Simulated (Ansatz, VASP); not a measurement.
Be in VASP and in Ansatz

```
Be
1.0
    -1.25312    1.25312    1.25312
     1.25312   -1.25312    1.25312
     1.25312    1.25312   -1.25312
Be
1
Direct
  0.00000 0.00000 0.00000
```

This isn't the form of Be at room conditions, which is hcp.

Alike in both runs: task single point; functional PBEsol; k mesh 26 × 26 × 26; occupations gaussian, width 0.15 eV; no spin polarisation.

|  | VASP | Ansatz |
| --- | --- | --- |
| version | VASP 6.6.1 | Ansatz 0.2.0 |
| potentials or method | VASP PAW PBE potentials, release 64 (Be) | scalar-relativistic, plane waves, PAW |
| plane-wave cutoff (eV) | 520 | 420 |
| valence electrons in the cell | 2 | 2 |

Ansatz gave:

```
gap on the k mesh at the Fermi level (eV) : none
pressure (GPa)                            : -2.0
```

Problem. Which values does VASP return?

Solution. gap on the k mesh at the Fermi level (eV): none; pressure (GPa): -1.6.

A gap of «none» marks a metal or a gap that the smearing closes.

Caveats: the PAW data sets were made with another functional, which shifts forces and pressure a little (VASP).
